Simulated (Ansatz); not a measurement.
# HfO2: the cost of one run

Method: DFT PBE, scalar-relativistic, plane waves, PAW, in Ansatz 0.2.0.

2 further runs of the same task are left out: 2 set aside as unsound or not needed.

## Step 1: The structure to begin with

It takes space group Pca2_1 (No. 29, orthorhombic). Conventional cell: a = 5.294 Å, b = 5.069 Å, c = 5.101 Å, α = 90.00°, β = 90.00°, γ = 90.00°. Hf (site symmetry 1) is surrounded by 7 O at 2.04 to 2.28 Å. Around O (site symmetry 1) lie 3 Hf at 2.04 to 2.16 Å. O (site symmetry 1) has 4 Hf at 2.13 to 2.28 Å as nearest neighbours.

Coordinates:

```cif
data_structure
_symmetry_space_group_name_H-M 'Pca2_1'
_symmetry_Int_Tables_number 29
_cell_length_a 5.2938
_cell_length_b 5.0692
_cell_length_c 5.1010
_cell_angle_alpha 90.000
_cell_angle_beta 90.000
_cell_angle_gamma 90.000
_cell_volume 136.89
loop_
_atom_site_label
_atom_site_type_symbol
_atom_site_symmetry_multiplicity
_atom_site_Wyckoff_symbol
_atom_site_fract_x
_atom_site_fract_y
_atom_site_fract_z
_atom_site_occupancy
Hf1 Hf 4 a 0.03262 0.26629 0.23999 1
O1 O 4 a 0.36539 0.06760 0.38315 1
O2 O 4 a 0.72918 0.46281 0.48986 1
```

It goes back to an entry of the Materials Project, which need not be the stable form.

It is the result of an earlier relaxation at this level (volume 11.41 Å³/atom; gap on the mesh: 4.37 eV).

## Step 2: Zero of the scan

input.yaml

```yaml
crystal:
  lattice:
    - [5.293802896, 0.0, 0.0]
    - [0.0, 5.0692310269, 0.0]
    - [0.0, 0.0, 5.1009634354]
  atoms:
    - { symbol: Hf, position: [0.0326151388, 0.2662882046, 0.2399856306] }
    - { symbol: Hf, position: [0.4673848612, 0.2662882046, 0.7399856306] }
    - { symbol: Hf, position: [0.5326151388, 0.7337117954, 0.2399856306] }
    - { symbol: Hf, position: [0.9673848612, 0.7337117954, 0.7399856306] }
    - { symbol: O, position: [0.3653937384, 0.0675958046, 0.3831527449] }
    - { symbol: O, position: [0.1346062616, 0.0675958046, 0.8831527449] }
    - { symbol: O, position: [0.7291834888, 0.4628122349, 0.4898616244] }
    - { symbol: O, position: [0.7708165112, 0.4628122349, 0.9898616244] }
    - { symbol: O, position: [0.2708165112, 0.5371877651, 0.9898616244] }
    - { symbol: O, position: [0.2291834888, 0.5371877651, 0.4898616244] }
    - { symbol: O, position: [0.8653937384, 0.9324041954, 0.3831527449] }
    - { symbol: O, position: [0.6346062616, 0.9324041954, 0.8831527449] }
basis:
  ecutwfc: 420
kpoints:
  mp_grid: { grid: [4, 4, 4] }
hamiltonian:
  xc: pbe
scf:
  occupations: { method: gaussian, width: 0.05 }
output:
  forces: true
  stress: true
  eigenvalues: true
```

Launch:

```
ansatz run input.yaml --threads 2 --pin off --max-ram 5120MiB --backend cpu --events-out ev --progress --plain --runs-dir out
```

What time and memory should one allow on 2 threads of Intel Xeon Platinum 8488C (Sapphire Rapids), shared host?

About 7.1 s, with a peak of 0.6 GiB.
